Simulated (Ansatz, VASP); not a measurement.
One calculation of Cr, two programs

Contents of INCAR:

```
SYSTEM = Cr
ALGO     = Normal         ! electronic algorithm
EDIFF    = 1E-6           ! SCF threshold, eV
EDIFFG   = -0.05          ! ionic threshold
ENCUT    = 600            ! plane-wave cutoff, eV
GGA      = PS             ! functional
IBRION   = 2              ! ionic algorithm
ISIF     = 3              ! what is computed and relaxed
ISMEAR   = 0              ! smearing method
ISPIN    = 2              ! spin polarisation
LASPH    = .TRUE.         ! aspherical terms in the spheres
LCHARG   = .FALSE.        ! write CHGCAR
LMAXMIX  = 4              ! l up to which the mixer works
LORBIT   = 11             ! projections on sites
LREAL    = .FALSE.        ! projectors in reciprocal space
LWAVE    = .FALSE.        ! write WAVECAR
MAGMOM   = 0.28 0.28      ! initial moments
NELM     = 150            ! most SCF steps
NSW      = 100            ! ionic steps
PREC     = Accurate       ! precision mode
SIGMA    = 0.1            ! smearing width, eV
```

KPOINTS

```
k-points
0
G
  9 9 6
  0 0 0
```

POSCAR

```
Cr
1.0
    2.5692630000      0.0000000000      0.0000000000
   -1.2846310000      2.2250470000      0.0000000000
    0.0000000000      0.0000000000      4.1955890000
Cr
2
Direct
    0.0000000000      0.0000000000      0.0000000000
    0.3333333300      0.6666666700      0.5000000000
```

Input for Ansatz:

```yaml
crystal:
  lattice:
    - [2.569263, 0.0, 0.0]
    - [-1.284631, 2.225047, 0.0]
    - [0.0, 0.0, 4.195589]
  atoms:
    - { symbol: Cr, position: [0.0, 0.0, 0.0], spin: 0.28 }
    - { symbol: Cr, position: [0.33333333, 0.66666667, 0.5], spin: 0.28 }
basis:
  ecutwfc: 420
kpoints:
  mp_grid: { grid: [9, 9, 6] }
hamiltonian:
  xc: pbesol
scf:
  occupations: { method: gaussian, width: 0.1 }
output:
  forces: true
  stress: true
  eigenvalues: true
  populations: true
magnetization:
  spin_polarized: true
relax:
  adjacent_minimum: "off"
  f_tol: 0.05
  max_steps: 80
  cell: { stress_tol: 0.5 }
```

The cell was built by a generator and needn't be a form met in nature.

Alike in both runs: task relaxation of cell and atoms; functional PBEsol; k mesh 9 × 9 × 6; occupations gaussian, width 0.1 eV; collinear spin.

|  | VASP | Ansatz |
| --- | --- | --- |
| version | VASP 6.6.1 | Ansatz 0.2.0 |
| potentials or method | VASP PAW PBE potentials, release 64 (Cr_pv) | scalar-relativistic, plane waves, PAW |
| plane-wave cutoff (eV) | 600 | 420 |
| valence electrons in the cell | 24 | 28 |

```tsv
	VASP	Ansatz	Ansatz less VASP
gap on the k mesh at the Fermi level, each at its own relaxed structure (eV)	none	none	-
net moment per atom (μB)	0.00	0.00	0.000
relaxed volume (Å³/atom)	11.44	11.46	+0.022
relaxed cell length with the largest relative difference (Å)	4.377	4.381	+0.0046
energy change over the relaxation (meV/atom)	-63	-62	+1.8
```

A gap of «none» marks a metal or a gap that the smearing closes. The two sets of potentials don't hold the same shells in valence. Ansatz warned: «seeded_moment_not_kept».

Caveats: the PAW data sets were made with another functional, which shifts forces and pressure a little (VASP).
